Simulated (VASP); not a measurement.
Al2O3 (Corundum), 10 atoms in the cell. It takes space group R-3c (No. 167, trigonal). The conventional cell has a = 4.760 Å, b = 4.760 Å, c = 12.996 Å, α = 90.00°, β = 90.00°, γ = 120.00°. Al (site symmetry 3) has 6 O at 1.85 to 1.97 Å as nearest neighbours. O (site symmetry 2) has 4 Al at 1.85 to 1.97 Å as nearest neighbours. 

```yaml
Program: VASP 6.6.1
Task: relaxation of cell and atoms
Functional: PBEsol
Potentials_or_basis: VASP PAW PBE potentials, release 64 (Al, O)
Cutoff: 600 eV
k_mesh: 7 × 7 × 7
Occupations: gaussian, width 0.03 eV
Spin: no spin polarisation
Target_pressure: 113 GPa
Further_INCAR_settings: ALGO = Normal; EDIFF = 1e-06; IBRION = 2; EDIFFG = -0.01; NSW = 90; ISIF = 3
Target_pressure: 113 GPa
```

Potentials or basis: VASP PAW PBE potentials, release 64 (Al, O).

The run is started by

```bash
$ cat potpaw_PBE.64/Al/POTCAR potpaw_PBE.64/O/POTCAR > POTCAR
$ mpirun -np 2 vasp_std > vasp.out
```

Hardware: 2 MPI ranks on Intel(R) Xeon(R) Platinum 8488C (Sapphire Rapids), on a shared host.

Problem. How long does it take, and how much memory?

Solution. Wall time 8.9 min on 2 MPI ranks on Intel(R) Xeon(R) Platinum 8488C (Sapphire Rapids) (shared host), peak memory 0.31 GiB a rank. Counts: scf iterations 89, k points 44, ion steps 12.
